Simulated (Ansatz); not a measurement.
## Rh under changes of volume

One of the cells (13.671 Å³/atom); the others are scaled copies at fixed shape and fractional positions:

```
Rh
1.0
     0.00000    1.89785    1.89785
     1.89785    0.00000    1.89785
     1.89785    1.89785    0.00000
Rh
1
Cartesian
  0.0000 0.0000 0.0000
```

| Quantity | Value |
| --- | --- |
| Program | Ansatz 0.2.0 |
| Functional | revPBE |
| Potentials or basis | PseudoDojo standard (PBEsol files) |
| Cutoff | 1197 eV |
| Density cutoff | 4789 eV |
| k mesh | 12 × 12 × 12 |
| Occupations | fermi-dirac, width 0.05 eV |
| Spin | no spin polarisation |

| volume (Å³/atom) | energy over the lowest point (meV/atom) | pressure (GPa) |
| --- | --- | --- |
| 12.851 | 124.91 | 32.5 |
| 13.125 | 76.67 | 24.4 |
| 13.398 | 41.43 | 17.2 |
| 13.671 | ? | ? |
| 13.945 | 4.32 | 5.2 |
| 14.218 | 0.00 | 0.2 |
| 14.492 | 3.76 | -4.3 |

Q: What does the run at 13.671 Å³/atom give?

A: Energy over the lowest point 17.75 meV/atom; pressure 10.9 GPa.

Worked out: A Birch-Murnaghan fit of order 3 (a polynomial in V^(-2/3)) to the other rows has its minimum at 14.22 Å³/atom with B0 = V·E''(V) = 246 GPa and B' = 5.1. It gives 17.80 meV/atom at 13.671 Å³/atom, against the run's 17.75, and -dE/dV = 10.8 GPa, against 10.9.

Energies are extrapolated to zero smearing.

Caveats: the potentials were made for another functional, which shifts forces and pressure.
